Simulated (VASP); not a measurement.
NiO: relaxation of cell and atoms with PBE

The system is NiO.

```
Ni O
1.0
     0.00000    2.09131    2.09131
     2.09131    0.00000    2.09131
     2.09131    2.09131    0.00000
Ni O
1 1
Direct
  0.00000 0.00000 0.00000
  0.50000 0.50000 0.50000
```

```yaml
Program: VASP 6.6.1
Task: relaxation of cell and atoms
Functional: PBE
Potentials_or_basis: VASP PAW PBE potentials, release 64 (Ni, O)
Cutoff: 900 eV
k_mesh: 8 × 8 × 8
Occupations: fermi-dirac, width 0.05 eV
Spin: collinear spin, ferromagnetic start
Starting_moments: "[1.0, 0.0] μB"
Further_INCAR_settings: ALGO = Normal; EDIFF = 1e-07; IBRION = 2; EDIFFG = -0.01; NSW = 40; ISIF = 3
```

| Property | Result |
| --- | --- |
| Relaxed volume | 9.38 Å³/atom |
| Relaxed cell | a = 2.983 Å, b = 2.983 Å, c = 2.983 Å, α = 60.00°, β = 60.00°, γ = 60.00° |
| Space group after relaxing (to 0.05 Å) | Fm-3m (No. 225) |
| Energy gained by relaxing | 3.5 meV/atom |
| Ionic steps | 3 |
| Pressure after relaxing | 0.0 GPa |
| Band gap on the k mesh | none (metal or under the smearing width) |
| Net moment | 1.83 μB per cell |
| Site moments | Ni +1.50; O +0.29 μB |
| Valence electrons inside the program's atomic spheres | Ni 8.93; O 4.96 |

The path:
```tsv
step	energy change (eV)	largest force (eV/Å)	pressure (GPa)	volume (Å³)
1	0.0000	0.0000	4.86	18.29
2	-0.0049	0.0000	-2.52	19.04
3	-0.0070	0.0000	0.02	18.77
```

Final structure:
```
CELL_PARAMETERS angstrom
0.00000 2.10921 2.10921
2.10921 0.00000 2.10921
2.10921 2.10921 0.00000
ATOMIC_POSITIONS crystal
Ni 0.00000 0.00000 0.00000
O 0.50000 0.50000 0.50000
```

Levels at points of the mesh, in eV from the Fermi level:
Spin up:
```tsv
k point	band 7	band 8	band 9	band 10	band 11	band 12
(0.00, 0.00, 0.00)	-2.63	-2.63	-2.63	1.37	17.76	18.69
(0.50, 0.00, 0.00)	-1.46	0.19	0.19	5.54	9.68	13.81
(0.50, 0.50, 0.00)	-2.35	-1.69	-1.69	5.93	10.38	12.09
```
Spin down:
```csv
k point,band 4,band 5,band 6,band 7,band 8,band 9,band 10,band 11
"(0.00, 0.00, 0.00)",-2.32,-1.79,-1.79,-1.79,-0.53,-0.53,1.73,17.69
"(0.50, 0.00, 0.00)",-4.57,-0.94,-0.94,-0.58,2.19,2.19,5.71,10.22
"(0.50, 0.50, 0.00)",-3.64,-2.71,-0.77,-0.77,-0.12,0.36,6.40,10.75
```

Wall time 66 s on 1 thread of Intel(R) Xeon(R) 6975P-C (Granite Rapids), with other jobs on the host, peak memory 0.2 GiB.

Caveat: a cell with one magnetic atom can't hold antiferromagnetic order, which such compounds often take; semilocal functionals often make such compounds metallic where correlation or magnetic order opens a gap, which also shifts bond lengths. Zero-point motion and thermal expansion aren't in these numbers.
